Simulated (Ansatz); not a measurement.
Runs of Ansatz 0.2.0 on Al. The typed cell holds 1 atom: a = 2.824 Å, b = 2.645 Å, c = 2.800 Å, α = 110.77°, β = 108.30°, γ = 109.45°. This isn't the form of Al at room conditions, which is fcc.

```tsv
task	level	cell	cutoff (eV)	gap on the mesh (eV)	pressure (GPa)
single point	HF	cell sheared at random, sigma 0.03, atoms nudged by 0.01 Å	420	none	10.4
relaxation of cell and atoms	HF	relaxed from: cell sheared at random, sigma 0.03, atoms nudged by 0.01 Å	420	none	0.0
single point	r2SCAN50	cell sheared at random, sigma 0.03, atoms nudged by 0.01 Å	500	none	2.4
single point	B3LYP	cell sheared at random, sigma 0.03, atoms nudged by 0.01 Å	420	none	6.9
single point	r2SCANh	cell sheared at random, sigma 0.03, atoms nudged by 0.01 Å	500	none	(a)
```

Alike in all rows: potentials or basis Ansatz PAW; no spin polarisation; k mesh 6 × 6 × 6; smearing fermi-dirac 0.05 eV; the mesh is coarse, so values aren't converged.

Fill in the values left out.

(a) 2.1.

Caveats: all runs use coarse meshes; the PAW data sets come from PBE, with cores solved anew for the run's functional, which leaves a small shift of forces and pressure; the thresholds are loose for stress (some runs); the plane-wave basis is chosen anew once the cell has moved, so the energies of steps on either side of that aren't comparable (some runs).

A gap of «none» marks a metal or a gap under the smearing width.
